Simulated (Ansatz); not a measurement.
Computed with Ansatz (plane waves, PAW, 420 eV cutoff): PBEsol, scalar-relativistic, no spin polarisation, 10×10×6 k-mesh, Gaussian smearing of 0.05 eV. The datasets are Ansatz's generated set soft_2.

The calculation on XS, where X is one element, gave:

```
Space group                                           : P6_3mc (No. 186)
Conventional cell                                     : a = 3.782 Å, b = 3.782 Å, c = 6.210 Å, α = 90.00°, β = 90.00°, γ = 120.00°
Volume                                                : 19.23 Å³/atom
Band gap                                              : 2.15 eV
Smallest direct gap                                   : 2.15 eV
Formation energy from the elements (0 K, uncorrected) : -0.82 eV/atom
Bulk modulus (Birch–Murnaghan)                        : 79 GPa
Pressure derivative B0′                               : 4.3
```

Sites: X on 2b, S on 2b.

Which element is X?
A. Ga
B. Cu
C. Ni
D. Zn

D. X is Zn, so the compound is ZnS.

The chain of runs began from a cell as deposited in COD, expanded in volume.

Kohn–Sham gaps of semilocal functionals lie under measured ones, often by a third or more.
